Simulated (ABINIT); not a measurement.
# WS2 (R3m) in ABINIT: a series of runs

One crystal, WS2, is run at these levels: LDA, PBEsol; tasks: single point.

Everything below comes from runs of ABINIT 10.8.3 (patched build). Logs are shortened: lines on timing, memory, paths and dates and some standing lists are left out, and cuts for length are marked. The log counts tension as positive stress, the text compression.

## Step 1: Starting point

Symmetry: R3m, No. 160, trigonal system. The conventional cell has a = 3.158 Å, b = 3.158 Å, c = 18.490 Å, α = 90.00°, β = 90.00°, γ = 120.00°. W (site symmetry 3m) has 6 S at 2.39 to 2.42 Å as nearest neighbours. S (site symmetry 3m) is surrounded by 3 W at 2.42 Å. Around S (site symmetry 3m) lie 3 W at 2.39 Å.

Measurements of this composition are mostly on another form, of space group No. 194.

## Step 2: Single point, LDA

The input, run.abi:

```
pp_dirpath "./"
pseudos "W.upf, S.upf"

acell 3*1.0 Angstrom
rprim
     1.5790000000     0.9116360751     6.1633333333
    -1.5790000000     0.9116360751     6.1633333333
     0.0000000000    -1.8232721501     6.1633333333
ntypat 2
znucl 74 16
natom 3
typat 1 2 2
xred
     0.0000000000     0.0000000000     0.0000000000
     0.5810000000     0.5810000000     0.5810000000
     0.7503000000     0.7503000000     0.7503000000

ecut 35.0

kptopt 1
ngkpt 8 8 8
nshiftk 1
shiftk 0.0 0.0 0.0

ixc 7

nband 17
occopt 3
tsmear 0.00183747

nstep 100
tolvrs 1.0e-10

iomode 3
prtwf 0
prtden 0
prteig 0
prtebands 0
```

Potentials or basis: PseudoDojo NC SR LDA v0.4.1 standard.

Launch:

```console
$ abinit run.abi > log 2>&1
```

run.abo:

```text
.Version 10.8.3 of ABINIT
 Symmetries : space group R3 m (#160); Bravais hR (rhombohedral)
================================================================================
 Values of the parameters that define the memory need of the present run
     intxc =       0    ionmov =       0      iscf =       7    lmnmax =       8
     lnmax =       8     mgfft =      72  mpssoang =       4    mqgrid =    3001
     natom =       3  nloc_mem =       1    nspden =       1   nspinor =       1
    nsppol =       1      nsym =       6    n1xccc =    2501    ntypat =       2
    occopt =       3   xclevel =       1
       mpw =        3578          nfft =      373248          nkpt =          65
================================================================================
================================================================================

--------------------------------------------------------------------------------
------------- Echo of variables that govern the present computation ------------
--------------------------------------------------------------------------------
 -outvars: echo values of preprocessed input variables --------
            acell      1.8897261259E+00  1.8897261259E+00  1.8897261259E+00 Bohr
              amu      1.83850000E+02  3.20660000E+01
             ecut      3.50000000E+01 Hartree
                       outvar_i_n : Printing only first  50 k-points.
              ixc           7
                       outvar_i_n : Printing only first  50 k-points.
         kptrlatt        8    0    0      0    8    0      0    0    8
          kptrlen      4.77420408E+01
            natom           3
            nband          17
            ngfft          72      72      72
             nkpt          65
            nstep         100
             nsym           6
           ntypat           2
                       prtocc : prtvol=0, do not print more k-points.
           occopt           3
           prtden           0
        prtebands           0
           prteig           0
            prtwf           0
            rprim      1.5790000000E+00  9.1163607510E-01  6.1633333333E+00
                      -1.5790000000E+00  9.1163607510E-01  6.1633333333E+00
                       0.0000000000E+00 -1.8232721501E+00  6.1633333333E+00
          spgroup         160
           tolvrs      1.00000000E-10
           tsmear      1.83747000E-03 Hartree
            typat      1  2  2
                       outvars : Printing only first  50 k-points.
           xangst      0.0000000000E+00  0.0000000000E+00  0.0000000000E+00
                      -5.5134224817E-17  5.8099958856E-11  1.0742690000E+01
                       2.5393573261E-16  7.5029893182E-11  1.3873047000E+01
            xcart      0.0000000000E+00  0.0000000000E+00  0.0000000000E+00
                      -1.0418858507E-16  1.0979301016E-10  2.0300741955E+01
                       4.7986898822E-16  1.4178594937E-10  2.6216259362E+01
             xred      0.0000000000E+00  0.0000000000E+00  0.0000000000E+00
                       5.8100000000E-01  5.8100000000E-01  5.8100000000E-01
                       7.5030000000E-01  7.5030000000E-01  7.5030000000E-01
            znucl       74.00000   16.00000
[... 122 lines left out ...]
    1       0.132057607364      0.132057607364      0.132057607364
    2      -0.134856082688     -0.134856082688     -0.134856082688
    3       0.002798493984      0.002798493984      0.002798493984

 cartesian coordinates (angstrom) at end:
    1      0.00000000000000     0.00000000000000     0.00000000000000
    2     -0.00000000000000     0.00000000005810    10.74268999994190
    3      0.00000000000000     0.00000000007503    13.87304699992497

 cartesian forces (hartree/bohr) at end:
    1     -0.00000000000000    -0.00000000000000    -0.01133832444644
    2      0.00000000000000     0.00000000000000     0.01157859961386
    3     -0.00000000000000     0.00000000000000    -0.00024027516743
 frms,max,avg= 5.4024614E-03 1.1578600E-02   0.000E+00  0.000E+00 -5.340E-10 h/b

 cartesian forces (eV/Angstrom) at end:
    1     -0.00000000000000    -0.00000000000000    -0.58304008514862
    2      0.00000000000000     0.00000000000000     0.59539553102927
    3     -0.00000000000000     0.00000000000000    -0.01235544588065
 frms,max,avg= 2.7780573E-01 5.9539553E-01   0.000E+00  0.000E+00 -2.746E-08 e/A
 length scales=  1.889726125908  1.889726125908  1.889726125908 bohr
              =  1.000000000000  1.000000000000  1.000000000000 angstroms
 Fermi (or HOMO) energy (hartree) =   0.36007   Average Vxc (hartree)=  -0.42174
 Eigenvalues (hartree) for nkpt=  65  k points:
 kpt#   1, nband= 17, wtk=  0.00195, kpt=  0.0000  0.0000  0.0000 (reduced coord)
  -2.40043   -1.08693   -1.07998   -1.07998   -0.23152   -0.15739    0.06022    0.21207
   0.21207    0.25806    0.25806    0.28564    0.29673    0.42199    0.42199    0.43526
   0.43526
      occupation numbers for kpt#   1
   2.00000    2.00000    2.00000    2.00000    2.00000    2.00000    2.00000    2.00000
   2.00000    2.00000    2.00000    2.00000    2.00000    0.00000    0.00000    0.00000
   0.00000
 prteigrs : prtvol=0 or 1, do not print more k-points.

--- !EnergyTerms
iteration_state     : {dtset: 1, }
comment             : Components of total free energy in Hartree
kinetic             :  2.81501818483181E+01
hartree             :  2.57956623408442E+01
xc                  : -2.28521784758229E+01
Ewald energy        : -5.99631140346701E+01
psp_core            :  2.06776639684919E+00
local_psp           : -8.71104845468580E+01
non_local_psp       :  1.57695932939466E+01
internal            : -9.81425731773929E+01
'-kT*entropy'       : -1.71511312776560E-08
total_energy        : -9.81425731945441E+01
total_energy_eV     : -2.67059546637120E+03
band_energy         : -9.17845184965563E+00
...

 Cartesian components of stress tensor (hartree/bohr^3)
  sigma(1 1)=  1.40297304E-04  sigma(3 2)= -3.18904705E-14
  sigma(2 2)=  1.40297304E-04  sigma(3 1)=  0.00000000E+00
  sigma(3 3)=  1.25133612E-04  sigma(2 1)=  0.00000000E+00

-Cartesian components of stress tensor (GPa)         [Pressure= -3.9790E+00 GPa]
- sigma(1 1)=  4.12768920E+00  sigma(3 2)= -9.38250034E-10
- sigma(2 2)=  4.12768920E+00  sigma(3 1)=  0.00000000E+00
- sigma(3 3)=  3.68155798E+00  sigma(2 1)=  0.00000000E+00

== END DATASET(S) ==============================================================
================================================================================

 -outvars: echo values of variables after computation  --------
            acell      1.8897261259E+00  1.8897261259E+00  1.8897261259E+00 Bohr
           etotal     -9.8142573195E+01
            fcart     -4.6408588838E-19 -1.2318821370E-18 -1.1338324446E-02
                       7.5340038419E-19  1.1976194573E-18  1.1578599614E-02
                      -2.8931449581E-19  3.4262679659E-20 -2.4027516743E-04
            rprim      1.5790000000E+00  9.1163607510E-01  6.1633333333E+00
                      -1.5790000000E+00  9.1163607510E-01  6.1633333333E+00
                       0.0000000000E+00 -1.8232721501E+00  6.1633333333E+00
           strten      1.4029730440E-04  1.4029730419E-04  1.2513361239E-04
                      -3.1890470473E-14  0.0000000000E+00  0.0000000000E+00
           xangst      0.0000000000E+00  0.0000000000E+00  0.0000000000E+00
                      -5.5134224817E-17  5.8099958856E-11  1.0742690000E+01
                       2.5393573261E-16  7.5029893182E-11  1.3873047000E+01
             xred      0.0000000000E+00  0.0000000000E+00  0.0000000000E+00
                       5.8100000000E-01  5.8100000000E-01  5.8100000000E-01
                       7.5030000000E-01  7.5030000000E-01  7.5030000000E-01
 Calculation completed.
```

Run time: 10 min. Hardware: 1 thread of Intel Xeon Platinum 8259CL at 2.50GHz (Skylake/Cascade Lake), shared host; peak memory 0.2 GiB.

Results:

| Item | Value |
| --- | --- |
| Free energy | -2670.5955 eV |
| Pressure | -4.0 GPa |
| Largest force | 0.595 eV/Å |
| Band gap on the k mesh | 1.10 eV, indirect (least direct gap 2.28 eV) |
| Valence electrons inside the program's atomic spheres | W 10.19; S 3.94, 3.97 |

Forces on the atoms (eV/Å):
```
W    0.000  0.000 -0.583
S    0.000  0.000  0.595
S    0.000  0.000 -0.012
```

Levels at points of the mesh, in eV from the valence-band top:
```
           k point  band 11  band 12  band 13  band 14  band 15  band 16
(0.00, 0.00, 0.00)    -2.30    -1.55    -1.24     2.16     2.16     2.53
(0.50, 0.00, 0.00)    -2.55    -1.79    -1.72     2.25     2.54     3.54
(0.50, 0.50, 0.00)    -3.17    -1.99    -1.53     2.21     2.65     3.14
(0.50, 0.50, 0.50)    -2.26    -2.26     0.00     2.28     2.28     2.36
```

Caveat: spin-orbit coupling is left out, which moves the levels of the heavy elements. As with any semilocal functional, this LDA gap is likely too small.

## Step 3: Single point, PBEsol

The input, run.abi:

```
# Pseudopotentials
pp_dirpath "./"
pseudos "W.upf, S.upf"

# Structure
acell 6.4273633094 6.4273633094 6.4273633094 Angstrom
rprim
     0.2456683906     0.1418367115     0.9589209504
    -0.2456683906     0.1418367115     0.9589209504
     0.0000000000    -0.2836734229     0.9589209504
ntypat 2
znucl 74 16
natom 3
typat 1 2 2
xcart
     0.0000000000     0.0000000000     0.0000000000
     0.0000000000     0.0000000001    20.3007419416
     0.0000000000     0.0000000001    26.2162593439

# Plane-wave basis
ecut 31.0

# k points
kptopt 1
ngkpt 8 8 8
nshiftk 1
shiftk 0.0 0.0 0.0

# Exchange and correlation
ixc -116133

# Bands and occupations
nband 17
occopt 3
tsmear 0.05 eV

# SCF cycle
nstep 100
tolvrs 1.0e-10

# Output
iomode 3
prtwf 0
prtden 0
prteig 0
prtebands 0
enunit 1
```

Potentials or basis: PseudoDojo NC SR PBEsol v0.4.1 standard.

Launch:

```console
$ mpirun --bind-to none -np 4 abinit run.abi > log 2>&1
```

Wall time 63 s (4 MPI ranks of Intel Xeon 6975P-C (Granite Rapids), shared host); peak memory 0.6 GiB.

The run converged. Its results:

* Free energy: -2665.7478 eV
* Pressure: -0.7 GPa
* Largest force: 0.599 eV/Å
* Band gap on the k mesh: 1.12 eV, indirect (least direct gap 2.29 eV)
* Valence electrons inside the program's atomic spheres: W 10.16; S 3.94, 3.96

Forces in eV/Å, atoms in the order of the input:
```
W    0.000  0.000 -0.599
S    0.000  0.000  0.363
S    0.000  0.000  0.236
```

Stress tensor (GPa, compression positive):
```
-1.00  0.00  0.00
 0.00 -1.00  0.00
 0.00  0.00  0.02
```

Levels at points of the mesh, in eV from the valence-band top:
```csv
k point,band 10,band 11,band 12,band 13,band 14,band 15,band 16,band 17
"(0.00, 0.00, 0.00)",-2.30,-2.30,-1.57,-1.23,2.17,2.17,2.54,2.54
"(0.50, 0.00, 0.00)",-4.18,-2.57,-1.81,-1.74,2.29,2.57,3.56,3.86
"(0.50, 0.50, 0.00)",-4.09,-3.18,-2.01,-1.56,2.24,2.69,3.17,4.69
"(0.50, 0.50, 0.50)",-3.57,-2.27,-2.27,0.00,2.29,2.29,2.38,2.38
```

Caveat: the cutoff is short for stress, so the pressure is rough; spin-orbit coupling is left out, which moves the levels of the heavy elements. A k mesh can miss the band edges.

[end of part 1 of 2]
